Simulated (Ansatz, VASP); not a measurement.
# One calculation of KF, two programs

INCAR

```
SYSTEM = KF
PREC = Accurate
ENCUT = 520
EDIFF = 1E-6
ISMEAR = 0
SIGMA = 0.05
LREAL = .FALSE.
LASPH = .TRUE.
NELM = 60
ALGO = Normal
ISIF = 2
LWAVE = .FALSE.
LCHARG = .FALSE.
GGA = CA
NBANDS = 15
```

File KPOINTS:

```
Automatic mesh
0
G
  8 8 8
  0 0 0
```

File POSCAR:

```
KF
1.0
    0.0000000000      2.6735000000      2.7403375000
    2.6735000000      0.0000000000      2.7403375000
    2.6735000000      2.6735000000      0.0000000000
K F
1 1
Direct
    0.0000000000      0.0000000000      0.0000000000
    0.5000000000      0.5000000000      0.5000000000
```

Input for Ansatz:

```yaml
crystal:
  lattice:
    - [0.0, 2.6735, 2.7403375]
    - [2.6735, 0.0, 2.7403375]
    - [2.6735, 2.6735, 0.0]
  atoms:
    - { symbol: K, position: [0.0, 0.0, 0.0] }
    - { symbol: F, position: [0.5, 0.5, 0.5] }
basis:
  ecutwfc: 420
kpoints:
  mp_grid: { grid: [8, 8, 8] }
hamiltonian:
  xc: lda
scf:
  occupations: { method: gaussian, width: 0.05 }
output:
  forces: true
  stress: true
  eigenvalues: true
```

Change from the starting cell: strain +0.000 along x and y, +0.025 along z, atoms carried along.

Alike in both runs: task single point; functional LDA; k mesh 8 × 8 × 8; occupations gaussian, width 0.05 eV; no spin polarisation.

|  | VASP | Ansatz |
| --- | --- | --- |
| version | VASP 6.6.1 | Ansatz 0.2.0 |
| potentials or method | VASP PAW LDA potentials, release 64 (K_sv, F) | scalar-relativistic, plane waves, PAW |
| plane-wave cutoff (eV) | 520 | 420 |
| valence electrons in the cell | 16 | 16 |

```tsv
	VASP	Ansatz	Ansatz less VASP
gap on the k mesh at the Fermi level (eV)	5.65	5.66	+0.016
least direct gap on the mesh (eV)	5.65	5.66	+0.016
pressure (GPa)	-4.0	-4.1	-0.08
largest component of the traceless stress (GPa)	0.56	0.52	-0.035
```

A k mesh can miss the band edges.
